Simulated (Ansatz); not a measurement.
# BaO (rocksalt): zero-pressure volume and bulk modulus with r²SCAN, part 2 of 2

Aim: take the cell of BaO (rocksalt) to zero pressure with r²SCAN, then fit an equation of state.

Ansatz 0.2.0; DFT r²SCAN, scalar-relativistic, plane waves, PAW. The steps go on from the part before.

## (5) Volume × 0.98 of the new zero

input.yaml reads:

```yaml
crystal:
  lattice:
    - [0.0, 2.7533990797, 2.7533990797]
    - [2.7533990797, 0.0, 2.7533990797]
    - [2.7533990797, 2.7533990797, 0.0]
  atoms:
    - { symbol: Ba, position: [0.5, 0.5, 0.5] }
    - { symbol: O, position: [0.0, 0.0, 0.0] }
basis:
  ecutwfc: 500
  ecutrho_ratio: 4
kpoints:
  mp_grid: { grid: [8, 8, 8] }
hamiltonian:
  xc: r2scan
scf:
  occupations: { method: gaussian, width: 0.05 }
output:
  forces: true
  stress: true
  eigenvalues: true
```

Run with:

```console
$ ansatz run input.yaml --threads 4 --pin off --max-ram 8192MiB --backend cpu --events-out ev --progress --plain --runs-dir out
```

Log (excerpt; [...] marks lines left out):

```text
Warning: RAYON_NUM_THREADS=4 ignored (pool sized by the plan → 4); use --threads N
[...]
Pseudopotentials: kind: paw
Pseudopotential: Ba, paw, valence charge 10, recommended cutoff 500 eV (meta_gga), Ba.paw.azcp
Pseudopotential: O, paw, valence charge 6, recommended cutoff 500 eV (meta_gga), O.paw.azcp
Functional definition: r2SCAN
[...]
Crystal: 2 atoms, lattice volume = 41.748 Å³
Basis set: ecut = 500 eV, 1067 PW (Γ), exchange–correlation on 120×120×120 points (64 copies of the dense FFT grid, shifted against one another)
Bands: 12, of which v1, the nominal top of the filled ones, is band 8 counted from 1 (7 counted from 0)
Symmetry: 48 space group operations
Space group: Fm-3m (ITA 225), of the structure as read, at distance tolerance 3.5e-5 Å
k-points: 29 of 512
[...]
SCF iter   1: F=—  HF=-6535.869204 eV  |F-HF|=—  |Δ(HF+E_count)|=         —  Δρ=9.73e-3  dr2=5.92e-2  dr2_τ=5.09e-2  ethr=1.77e-3  ⟨swp⟩=7.4  Hψ=2772  notcnv=0
[...]
SCF iter   7: F=-6535.957785 eV  HF=-6535.957785 eV  |F-HF|=6.45e-9  |Δ(HF+E_count)|=   8.13e-9  Δρ=4.36e-6  dr2=7.84e-9  dr2_τ=8.02e-10  ethr=6.25e-10  ⟨swp⟩=5.1  Hψ=1724  notcnv=0
[...]
SCF converged after 7 iterations
Free energy (F): -6535.957785 eV
[...]
E sigma→0 (E₀):  -6535.957785 eV
Fermi energy:    9.749274 eV
[...]
--- Forces (eV/Å), atoms counted from 1 ---
  atom   1  Ba     0.00000000    -0.00000000     0.00000000
  atom   2  O     -0.00000000     0.00000000     0.00000000
[...]
--- Stress (GPa, compression-positive) ---
        1.603557      -0.000000       0.000000
        0.000000       1.603557      -0.000000
        0.000000       0.000000       1.603557
  P = ⅓ Tr σ = 1.6036 GPa (16.036 kbar)
--- Band table (eV; the first three rows and the last of 29) ---
  k-point 0: bands = ["-17.9833", "-7.4449", "-2.0499", "-2.0499", "-2.0499", "8.0658", "8.0658", "8.0658", "12.8696", "13.7655", "13.7655", "13.7655"]
[...]
```

Wall time 1.4 s (4 threads of Arm Neoverse V1, shared host); peak memory 0.42 GiB.

This gives: volume 20.874 Å³/atom, pressure 1.60 GPa, mesh gap 2.31 eV.

## (6) Volume × 1.02 of the new zero

input.yaml: that of step 5 with these lines changed.

```diff
@@ -2,5 +2,5 @@
   lattice:
-    - [0.0, 2.7533990797, 2.7533990797]
-    - [2.7533990797, 0.0, 2.7533990797]
-    - [2.7533990797, 2.7533990797, 0.0]
+    - [0.0, 2.7903618673, 2.7903618673]
+    - [2.7903618673, 0.0, 2.7903618673]
+    - [2.7903618673, 2.7903618673, 0.0]
   atoms:
```

Run with:

```console
$ ansatz run input.yaml --threads 4 --pin off --max-ram 8192MiB --backend cpu --events-out ev --progress --plain --runs-dir out
```

Log (excerpt; [...] marks lines left out):

```text
Warning: RAYON_NUM_THREADS=4 ignored (pool sized by the plan → 4); use --threads N
[...]
Pseudopotentials: kind: paw
Pseudopotential: Ba, paw, valence charge 10, recommended cutoff 500 eV (meta_gga), Ba.paw.azcp
Pseudopotential: O, paw, valence charge 6, recommended cutoff 500 eV (meta_gga), O.paw.azcp
Functional definition: r2SCAN
[...]
Crystal: 2 atoms, lattice volume = 43.452 Å³
Basis set: ecut = 500 eV, 1067 PW (Γ), exchange–correlation on 120×120×120 points (64 copies of the dense FFT grid, shifted against one another)
Bands: 12, of which v1, the nominal top of the filled ones, is band 8 counted from 1 (7 counted from 0)
Symmetry: 48 space group operations
Space group: Fm-3m (ITA 225), of the structure as read, at distance tolerance 3.5e-5 Å
k-points: 29 of 512
[...]
SCF iter   1: F=—  HF=-6535.876144 eV  |F-HF|=—  |Δ(HF+E_count)|=         —  Δρ=9.65e-3  dr2=6.18e-2  dr2_τ=4.71e-2  ethr=1.77e-3  ⟨swp⟩=7.5  Hψ=2799  notcnv=0
[...]
SCF iter   7: F=-6535.958076 eV  HF=-6535.958076 eV  |F-HF|=7.09e-9  |Δ(HF+E_count)|=   1.17e-8  Δρ=4.32e-6  dr2=8.68e-9  dr2_τ=8.14e-10  ethr=6.25e-10  ⟨swp⟩=5.4  Hψ=1782  notcnv=0
[...]
SCF converged after 7 iterations
Free energy (F): -6535.958076 eV
[...]
E sigma→0 (E₀):  -6535.958076 eV
Fermi energy:    9.266273 eV
[...]
--- Forces (eV/Å), atoms counted from 1 ---
  atom   1  Ba     0.00000000    -0.00000000    -0.00000000
  atom   2  O     -0.00000000     0.00000000     0.00000000
[...]
--- Stress (GPa, compression-positive) ---
       -1.435404       0.000000      -0.000000
       -0.000000      -1.435404       0.000000
       -0.000000       0.000000      -1.435404
  P = ⅓ Tr σ = -1.4354 GPa (-14.354 kbar)
--- Band table (eV; the first three rows and the last of 29) ---
  k-point 0: bands = ["-18.5310", "-7.8721", "-2.6780", "-2.6780", "-2.6780", "7.6360", "7.6360", "7.6360", "12.1348", "13.2373", "13.2373", "13.2373"]
[...]
```

Run time: 1.6 s. Hardware: 4 threads of Arm Neoverse V1, shared host; peak memory 0.43 GiB.

In short: volume 21.726 Å³/atom, pressure -1.44 GPa, mesh gap 2.44 eV.

## (7) Volume × 0.96 of the new zero

input.yaml: that of step 6 with these lines changed.

```diff
@@ -2,5 +2,5 @@
   lattice:
-    - [0.0, 2.7903618673, 2.7903618673]
-    - [2.7903618673, 0.0, 2.7903618673]
-    - [2.7903618673, 2.7903618673, 0.0]
+    - [0.0, 2.73453959, 2.73453959]
+    - [2.73453959, 0.0, 2.73453959]
+    - [2.73453959, 2.73453959, 0.0]
   atoms:
```

Run with:

```console
$ ansatz run input.yaml --threads 4 --pin off --max-ram 8192MiB --backend cpu --events-out ev --progress --plain --runs-dir out
```

Log (excerpt; [...] marks lines left out):

```text
Warning: RAYON_NUM_THREADS=4 ignored (pool sized by the plan → 4); use --threads N
[...]
Pseudopotentials: kind: paw
Pseudopotential: Ba, paw, valence charge 10, recommended cutoff 500 eV (meta_gga), Ba.paw.azcp
Pseudopotential: O, paw, valence charge 6, recommended cutoff 500 eV (meta_gga), O.paw.azcp
Functional definition: r2SCAN
[...]
Crystal: 2 atoms, lattice volume = 40.896 Å³
Basis set: ecut = 500 eV, 1037 PW (Γ), exchange–correlation on 120×120×120 points (64 copies of the dense FFT grid, shifted against one another)
Bands: 12, of which v1, the nominal top of the filled ones, is band 8 counted from 1 (7 counted from 0)
Symmetry: 48 space group operations
Space group: Fm-3m (ITA 225), of the structure as read, at distance tolerance 3.4e-5 Å
k-points: 29 of 512
[...]
SCF iter   1: F=—  HF=-6535.852551 eV  |F-HF|=—  |Δ(HF+E_count)|=         —  Δρ=9.84e-3  dr2=5.87e-2  dr2_τ=5.32e-2  ethr=1.77e-3  ⟨swp⟩=7.2  Hψ=2765  notcnv=0
[...]
SCF iter   7: F=-6535.944586 eV  HF=-6535.944586 eV  |F-HF|=4.61e-9  |Δ(HF+E_count)|=   7.78e-9  Δρ=3.76e-6  dr2=5.65e-9  dr2_τ=6.06e-10  ethr=6.25e-10  ⟨swp⟩=5.0  Hψ=1655  notcnv=0
[...]
SCF converged after 7 iterations
Free energy (F): -6535.944586 eV
[...]
E sigma→0 (E₀):  -6535.944586 eV
Fermi energy:    10.006951 eV
[...]
--- Forces (eV/Å), atoms counted from 1 ---
  atom   1  Ba     0.00000000     0.00000000     0.00000000
  atom   2  O     -0.00000000     0.00000000     0.00000000
[...]
--- Stress (GPa, compression-positive) ---
        3.395949       0.000000      -0.000000
        0.000000       3.395949       0.000000
        0.000000       0.000000       3.395949
  P = ⅓ Tr σ = 3.3959 GPa (33.959 kbar)
--- Band table (eV; the first three rows and the last of 29) ---
  k-point 0: bands = ["-17.6983", "-7.2149", "-1.7187", "-1.7187", "-1.7187", "8.2952", "8.2952", "8.2952", "13.2625", "14.0442", "14.0442", "14.0442"]
[...]
```

Run time: 1.4 s. Hardware: 4 threads of Arm Neoverse V1, shared host; peak memory 0.41 GiB.

In short: volume 20.448 Å³/atom, pressure 3.40 GPa, mesh gap 2.23 eV.

## (8) Volume × 1.04 of the new zero

input.yaml: that of step 7 with these lines changed.

```diff
@@ -2,5 +2,5 @@
   lattice:
-    - [0.0, 2.73453959, 2.73453959]
-    - [2.73453959, 0.0, 2.73453959]
-    - [2.73453959, 2.73453959, 0.0]
+    - [0.0, 2.8084816079, 2.8084816079]
+    - [2.8084816079, 0.0, 2.8084816079]
+    - [2.8084816079, 2.8084816079, 0.0]
   atoms:
```

Run with:

```console
$ ansatz run input.yaml --threads 4 --pin off --max-ram 8192MiB --backend cpu --events-out ev --progress --plain --runs-dir out
```

Log (excerpt; [...] marks lines left out):

```text
Warning: RAYON_NUM_THREADS=4 ignored (pool sized by the plan → 4); use --threads N
[...]
Pseudopotentials: kind: paw
Pseudopotential: Ba, paw, valence charge 10, recommended cutoff 500 eV (meta_gga), Ba.paw.azcp
Pseudopotential: O, paw, valence charge 6, recommended cutoff 500 eV (meta_gga), O.paw.azcp
Functional definition: r2SCAN
[...]
Crystal: 2 atoms, lattice volume = 44.304 Å³
Basis set: ecut = 500 eV, 1139 PW (Γ), exchange–correlation on 120×120×120 points (64 copies of the dense FFT grid, shifted against one another)
Bands: 12, of which v1, the nominal top of the filled ones, is band 8 counted from 1 (7 counted from 0)
Symmetry: 48 space group operations
Space group: Fm-3m (ITA 225), of the structure as read, at distance tolerance 3.5e-5 Å
k-points: 29 of 512
[...]
SCF iter   1: F=—  HF=-6535.868242 eV  |F-HF|=—  |Δ(HF+E_count)|=         —  Δρ=9.66e-3  dr2=6.37e-2  dr2_τ=4.56e-2  ethr=1.77e-3  ⟨swp⟩=7.7  Hψ=2807  notcnv=0
[...]
SCF iter   7: F=-6535.946965 eV  HF=-6535.946965 eV  |F-HF|=6.09e-9  |Δ(HF+E_count)|=   1.03e-8  Δρ=3.87e-6  dr2=7.61e-9  dr2_τ=6.73e-10  ethr=6.25e-10  ⟨swp⟩=5.4  Hψ=1779  notcnv=0
[...]
SCF converged after 7 iterations
Free energy (F): -6535.946965 eV
[...]
E sigma→0 (E₀):  -6535.946965 eV
Fermi energy:    9.039697 eV
[...]
--- Forces (eV/Å), atoms counted from 1 ---
  atom   1  Ba     0.00000000    -0.00000000    -0.00000000
  atom   2  O     -0.00000000     0.00000000     0.00000000
[...]
--- Stress (GPa, compression-positive) ---
       -2.719745      -0.000000       0.000000
       -0.000000      -2.719745       0.000000
       -0.000000      -0.000000      -2.719745
  P = ⅓ Tr σ = -2.7197 GPa (-27.197 kbar)
--- Band table (eV; the first three rows and the last of 29) ---
  k-point 0: bands = ["-18.7940", "-8.0711", "-2.9762", "-2.9762", "-2.9762", "7.4344", "7.4344", "7.4344", "11.7908", "12.9868", "12.9868", "12.9868"]
[...]
```

Run time: 1.5 s. Hardware: 4 threads of Arm Neoverse V1, shared host; peak memory 0.43 GiB.

Read off: volume 22.152 Å³/atom, pressure -2.72 GPa, mesh gap 2.50 eV.

## (9) Energy and pressure against volume

Energies have the smearing extrapolated to zero and count from the lowest point.

```csv
volume (Å³/atom),energy (meV/atom),pressure (GPa)
20.448,8.69,3.40
20.874,2.09,1.60
21.300,0.00,0.00
21.726,1.95,-1.44
22.152,7.50,-2.72
```

volume (Å³/atom), energy (meV/atom) and a bar:
```
    20.45        8.7 ##############################
    20.87        2.1 #######
    21.30        0.0 
    21.73        1.9 #######
    22.15        7.5 ##########################
```

## (10) Outcome

This closing draws on all 2 parts.

| quantity | value |
| --- | --- |
| V0 | 21.300 Å³/atom |
| B0 | 76 GPa |
| gap on the mesh | 2.38 eV |
| time in all | 10 s |

In words: r²SCAN puts the minimum at 21.30 Å³/atom, +2.4 % from the cell given, which stood at 3.0 GPa under PBE, with a bulk modulus of 76 GPa. Measured lattice constant a of BaO: 5.539 Å (a printed reference work, textbook). This calculation gives 5.544 Å (+0.1 %). The calculation is for 0 K without zero-point motion.
